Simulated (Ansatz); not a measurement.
The parent structure is a 16-atom supercell of InN in the wurtzite structure (space group P6_3mc, No. 186; a = 3.5475 Å, c = 5.7226 Å) at its relaxed geometry.

Computed with DFT with r2SCAN, PAW potentials and a 500 eV plane-wave cutoff in Ansatz (a first-principles code), no SOC.

Before the change:

```
Property   Result
--------  -------
Pressure  0.0 GPa
```

The change: a neutral H interstitial (started 2.17 Å from the nearest host atom), atoms relaxed at fixed cell, starting from a slightly rattled geometry.

### Question
What does the calculation give for the final site of the added atom after the change?

### Answer
The final site of the added atom amounts to 3 In at 2.15 Å (trigonal pyramidal).

### Question
What happens to the largest displacement of a host atom from its site in the perfect cell?

### Answer
The largest displacement of a host atom from its site in the perfect cell amounts to 0.06 Å.

### Question
What happens to the pressure?

### Answer
The pressure goes from zero to 1.3 GPa.

The cell is small, so the values are those of an ordered compound at a high defect concentration; dilute-limit values will differ. The mesh was chosen for an insulator and is coarse for the gapless case. All final runs are without spin polarisation. The defect cell is not spin-polarised.
